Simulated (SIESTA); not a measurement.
A run of SIESTA 5.4.2:

The input TePb.fdf:

```
SystemName                      TePb
SystemLabel                     TePb
NumberOfSpecies                 2
NumberOfAtoms                   8
%block ChemicalSpeciesLabel
  1  82 Pb
  2  52 Te
%endblock ChemicalSpeciesLabel

LatticeConstant                 1.0 Ang
%block LatticeVectors
     7.9717385000     0.0000000000     0.0000000000
     0.0000000000     4.5705828900     0.0000000000
     0.0000000000     0.0000000000     7.9149684600
%endblock LatticeVectors
AtomicCoordinatesFormat         Fractional
%block AtomicCoordinatesAndAtomicSpecies
     0.9984680700     0.2500000000     0.2512549200  1  Pb
     0.4984680700     0.2500000000     0.2487450800  1  Pb
     0.5015319300     0.7500000000     0.7512549200  1  Pb
     0.0015319300     0.7500000000     0.7487450800  1  Pb
     0.7510934300     0.2500000000     0.9166170000  2  Te
     0.2510934300     0.2500000000     0.5833830000  2  Te
     0.7489065700     0.7500000000     0.4166170000  2  Te
     0.2489065700     0.7500000000     0.0833830000  2  Te
%endblock AtomicCoordinatesAndAtomicSpecies

%block kgrid.MonkhorstPack
    4   0   0  0.0
    0   6   0  0.0
    0   0   4  0.0
%endblock kgrid.MonkhorstPack
XC.Functional                   GGA
XC.Authors                      PBE
PAO.BasisSize                   DZP
PAO.EnergyShift                 0.003 Ry
Mesh.Cutoff                     500 Ry
OccupationFunction              FD
ElectronicTemperature           0.05 eV
MaxSCFIterations                120
SCF.MustConverge                false
SCF.Mixer.Method                Pulay
SCF.Mixer.Weight                0.25
SCF.Mixer.History               8
SCF.DM.Tolerance                5.0e-05
SCF.H.Tolerance                 1.0e-03 eV
WriteForces                     true
Charge.Mulliken                 end
Charge.Hirshfeld                end
Charge.Voronoi                  end
SaveRho                         true
SaveElectrostaticPotential      true
%block PAO.Basis
  Pb 4
  n=6 0 2
    6.167 0.000
  n=6 1 2
    8.915 0.000
  n=5 2 2
    4.155 0.000
  n=6 2 1
    8.915
  Te 4
  n=5 0 2
    5.635 0.000
  n=5 1 2
    7.297 0.000
  n=4 2 2
    3.260 0.000
  n=5 2 1
    7.297
%endblock PAO.Basis
```

Potentials or basis: PseudoDojo 0.4 standard (PBE files), DZP (energy shift 0.003 Ry; two zetas on semicore shells).

The run is started by

```sh
$ siesta TePb.fdf > TePb.out 2>&1
```

Hardware: 1 thread of Intel(R) Xeon(R) 6975P-C (Granite Rapids), on a shared host.

Task: Estimate the wall time of this run.

Result: Run time: 110 s on 1 thread of Intel(R) Xeon(R) 6975P-C (Granite Rapids) (shared host), peak memory 0.65 GiB. Counts: scf iterations 11, k points 60, bands 184.
